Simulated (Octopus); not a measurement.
## AgCl (Chlorargyrite): equation of state with PBEsol

AgCl (Chlorargyrite):

```
Ag Cl
1.0
     0.00000    2.73500    2.73500
     2.73500    0.00000    2.73500
     2.73500    2.73500    0.00000
Ag Cl
1 1
Cartesian
  0.0000 0.0000 0.0000
  2.7350 2.7350 2.7350
```

```
Program             : Octopus 16.4
Task                : equation of state
Functional          : PBEsol
Potentials or basis : pseudodojo_pbesol (PseudoDojo 0.4, PBEsol)
k mesh              : 8 × 8 × 8
Occupations         : fermi-dirac, width 0.05 eV
Spin                : no spin polarisation
```

```yaml
Equilibrium_volume: 20.39 Å³/atom
Bulk_modulus: 55 GPa
Pressure_derivative_of_the_bulk_modulus: "4.5 (rough: it moves with the points fitted)"
```

Energy against volume, from the lowest point:
```
volume (Å³/atom)  energy (meV/atom)
          19.231              12.69
          19.640               4.82
          20.049               0.98
          20.458               0.00
          20.868               2.14
          21.277               5.57
          21.686              12.84
```

All runs of the series together: 24 min on 1 thread of Arm Neoverse V2 (shared host).

Caveat: the number of grid points is fixed, so the spacing changes with the cell, which shifts volumes and moduli.
